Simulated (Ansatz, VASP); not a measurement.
**CaSe in VASP and in Ansatz**

```
CELL_PARAMETERS angstrom
0.00000 2.96754 2.96754
2.96754 0.00000 2.96754
2.96754 2.96754 0.00000
ATOMIC_POSITIONS crystal
Ca 0.00000 0.00000 0.00000
Se 0.50000 0.50000 0.50000
```

The cell was built by a generator and needn't be a form met in nature.

Alike in both runs: task single point; functional PBE; k mesh 8 × 8 × 8; occupations fermi-dirac, width 0.02 eV; no spin polarisation.

```csv
,VASP,Ansatz
version,VASP 6.6.1,Ansatz 0.2.0
potentials or method,"VASP PAW PBE potentials, release 64 (Ca_sv, Se)","plane waves, PAW"
plane-wave cutoff (eV),520,420
valence electrons in the cell,16,26
```

|  | VASP | Ansatz | Ansatz less VASP |
| --- | --- | --- | --- |
| gap on the k mesh at the Fermi level (eV) | 2.05 | 2.06 | +0.009 |
| pressure (GPa) | 0.7 | 0.6 | -0.17 |

With one functional, cell and mesh, what is left measures potentials, basis and numerics. The two sets of potentials don't hold the same shells in valence.

A k mesh can miss the band edges. As with any semilocal functional, this PBE gap is likely too small.
